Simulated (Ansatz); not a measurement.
Mg:

```
Mg
1.0
     0.00000    2.24426    2.24426
     2.24426    0.00000    2.24426
     2.24426    2.24426    0.00000
Mg
1
Direct
  0.00000 0.00000 0.00000
```

This isn't the form of Mg at room conditions, which is hcp.

Base run:

| Item | Value |
| --- | --- |
| Program | Ansatz 0.2.0 |
| Functional | PBEsol |
| Potentials or basis | all-electron LAPW, scalar-relativistic |
| Cutoff | 106 eV |
| Density cutoff | 426 eV |
| Basis error allowed | 0.001 eV/atom |
| k mesh | 10 × 10 × 10 |
| Occupations | gaussian, width 0.05 eV |
| Spin | no spin polarisation |

Its results: band gap on the k mesh none (metal or under the smearing width); pressure 0.1 GPa.

Task: The run is repeated on the same cell with these changes: functional from PBEsol to LDA. What comes out?

Result: Band gap on the k mesh none (metal or under the smearing width); pressure -1.4 GPa.

LDA binds more tightly than PBEsol, so the same cell stands under less pressure.

Not every run made on this cell is shown here.
